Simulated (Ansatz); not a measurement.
## Strain response of AlN

The calculation used Ansatz, DFT PBE, scalar-relativistic, plane waves, PAW. Run with 420 eV cutoff, 12×12×6 k-mesh, Gaussian smearing of 0.02 eV, no spin polarisation.

Reference structure (relaxed):

```yaml
crystal:
  lattice:
    - [3.13021, 0.00000, 0.00000]
    - [-1.56510, 2.71084, 0.00000]
    - [0.00000, 0.00000, 5.01804]
  atoms:
    - { symbol: Al, position: [0.66667, 0.33333, 0.49923] }
    - { symbol: Al, position: [0.33333, 0.66667, 0.99923] }
    - { symbol: N, position: [0.66667, 0.33333, 0.88077] }
    - { symbol: N, position: [0.33333, 0.66667, 0.38077] }
```

Deformation: shear that moves c along a by the strain times its height over the a-b plane, the cell held and the atoms relaxed, all within the symmetry that the strain leaves. Energies are extrapolated to zero smearing. Stress is positive in compression, on the Cartesian axes of the cell above. Gaps are Kohn–Sham gaps over the whole zone.

Strains computed: +1.5, +3.0, +4.5, +6.0, +9.0 %.

**Question.** At which strain does the energy stand 29.5 meV/atom over the relaxed crystal with σxx = -1.96, σyy = 0.19, σzz = 1.14, σyz = 0.00, σxz = -9.70, σxy = 0.00 GPa?

**Answer.** +9.0 %. The gap there is 3.75 eV against 4.03 unstrained.